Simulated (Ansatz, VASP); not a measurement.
# Two plane-wave programs on CdO (Monteponite)

INCAR

```
SYSTEM = CdO
PREC = Accurate ; ENCUT = 520
EDIFF = 1E-7 ; ISMEAR = -1
SIGMA = 0.05 ; LREAL = .False.
LASPH = .True. ; NELM = 100
ALGO = Normal ; ISIF = 2
LWAVE = .False. ; LCHARG = .False.
GGA = PS ; NBANDS = 16
```

The input KPOINTS:

```
Automatic mesh
0
Gamma
  10 10 10
  0 0 0
```

The input POSCAR:

```
CdO
1.0
    0.0000000000      2.3650600561      2.3650600561
    2.3650600561      0.0000000000      2.3650600561
    2.3650600561      2.3650600561      0.0000000000
Cd O
1 1
Direct
    0.0000000000      0.0000000000      0.0000000000
    0.5000000000      0.5000000000      0.5000000000
```

input.yaml

```yaml
crystal:
  lattice:
    - [0.0, 2.3650600561, 2.3650600561]
    - [2.3650600561, 0.0, 2.3650600561]
    - [2.3650600561, 2.3650600561, 0.0]
  atoms:
    - { symbol: Cd, position: [0.0, 0.0, 0.0] }
    - { symbol: O, position: [0.5, 0.5, 0.5] }
hamiltonian:
  xc: pbesol
  pseudopotentials: { kind: paw }
kpoints:
  mp_grid: { grid: [10, 10, 10] }
scf:
  occupations: { method: fermi_dirac, width: 0.05 }
output:
  forces: true
  stress: true
  eigenvalues: true
  write_density: true
  write_potential: true
  elf: true
  volumetric_format: npy
```

Change from the starting cell: volume scaled by 1.02.

Alike in both runs: task single point; functional PBEsol; k mesh 10 × 10 × 10; occupations fermi-dirac, width 0.05 eV; no spin polarisation.

```csv
,VASP,Ansatz
version,VASP 6.6.1,Ansatz 0.2.0
potentials or method,"VASP PAW PBE potentials, release 64 (Cd, O)",Ansatz PAW
plane-wave cutoff (eV),520,420
valence electrons in the cell,18,26
```

Ansatz gave:

| Property | Result |
| --- | --- |
| gap on the k mesh at the Fermi level (eV) | none |
| pressure (GPa) | -3.5 |

Task: What did VASP give for the same quantities?

Result: gap on the k mesh at the Fermi level (eV): none; pressure (GPa): -2.1.

A gap of «none» marks a metal or a gap that the smearing closes. The two sets of potentials don't hold the same shells in valence.

Caveats: the PAW data sets were made with another functional, which shifts forces and pressure a little (VASP); the pressure holds a Pulay correction of +0.5 GPa for the finite cutoff (Ansatz); the PAW data sets come from PBE, with cores solved anew for the run's functional, which leaves a small shift of forces and pressure (Ansatz).
